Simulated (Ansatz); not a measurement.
Runs of Ansatz 0.2.0 on CO2. The structure is tetragonal, space group I-42d (No. 122). The conventional cell has a = 3.949 Å, b = 3.949 Å, c = 6.028 Å, α = 90.00°, β = 90.00°, γ = 90.00°. O (site symmetry 2) is surrounded by 2 C at 1.40 Å. C (site symmetry -4) has 4 O at 1.40 Å as nearest neighbours. The cell comes from a database or a generator and needn't be the stable form of this composition.

```csv
task,level,cell,points for each segment of the path,gap on the mesh (eV),pressure (GPa),relaxed volume (Å³/atom),largest force (eV/Å)
band structure,LDA,as given,14,7.46,-14.0,-,0.55
relaxation of cell and atoms,LDA,relaxed,-,7.63,0.0,7.35,-
band structure,revPBE,as given,14,7.82,3.8,-,0.10
band structure,PBEsol,as given,14,7.59,-6.6,-,0.21
band structure,RPBE,as given,14,7.85,(d),-,0.15
relaxation of cell and atoms,PBEsol,relaxed,-,(c),0.0,(a),-
relaxation of cell and atoms,RPBE,relaxed,-,(b),0.0,8.08,-
```

Alike in all rows: potentials or basis Ansatz PAW; no spin polarisation; k mesh 9 × 9 × 9; cutoff (eV) 420; smearing fermi-dirac 0.05 eV.

Fill in the values left out.

(a) 7.59; (b) 7.74; (c) 7.67; (d) 5.2.

Caveats: the PAW data sets come from PBE, with cores solved anew for the run's functional, which leaves a small shift of forces and pressure; odd divisions of the mesh miss points on the zone boundary, where band edges often lie, so the gap on the mesh can be too wide (some runs); the plane-wave basis is chosen anew once the cell has moved, so the energies of steps on either side of that aren't comparable (some runs).

A k mesh can miss the band edges.

Runs at the PBE level aren't shown here.
